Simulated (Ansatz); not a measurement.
## What a change of settings does to a run on Pd

The cell comes from COD entry 9008478, which wasn't checked; take it as a given geometry.

First run: DFT, PBE, all-electron LAPW, scalar-relativistic (Ansatz 0.2.0).

Command: `ansatz run input.yaml --threads 1 --pin off --max-ram 2048MiB --backend cpu --events-out ev --progress --plain --runs-dir out` The run took 13 s on 1 thread of Intel(R) Xeon(R) Platinum 8488C (Sapphire Rapids), with other jobs on the host, peak memory 0.41 GiB.

```yaml
crystal:
  lattice:
    - [0.0, 1.9449, 1.9449]
    - [1.9449, 0.0, 1.9449]
    - [1.9449, 1.9449, 0.0]
  atoms:
    - { symbol: Pd, position: [0.0, 0.0, 0.0] }
kpoints:
  mp_grid: { grid: [18, 18, 18] }
scf:
  occupations: { method: fermi_dirac, width: 0.05 }
hamiltonian:
  xc: pbe
  pseudopotentials: { kind: all_electron, lapw: { basis_error: 0.00025 } }
output:
  forces: true
  stress: true
  eigenvalues: true
basis:
  ecutwfc: 180
```

Result: converged; pressure 7.56 GPa; no gap on the k mesh; 6 SCF iterations.

Spin polarisation is left out, and whether a magnetic state lies lower isn't shown here.

The input is then changed:

```diff
@@ -10,7 +10,9 @@
 scf:
   occupations: { method: fermi_dirac, width: 0.05 }
+  n_extra_bands: 32
 hamiltonian:
   xc: pbe
   pseudopotentials: { kind: all_electron, lapw: { basis_error: 0.00025 } }
+  hubbard: { sites: [{ species: Pd, l: d, u_eff: 4.0 }], double_counting: fll }
 output:
   forces: true
@@ -19,3 +21,4 @@
 basis:
   ecutwfc: 180
+accuracy: high
```

Task: Predict the outcome of the changed run.

Result: It converged; pressure 10.08 GPa; no gap on the k mesh; 6 SCF iterations.
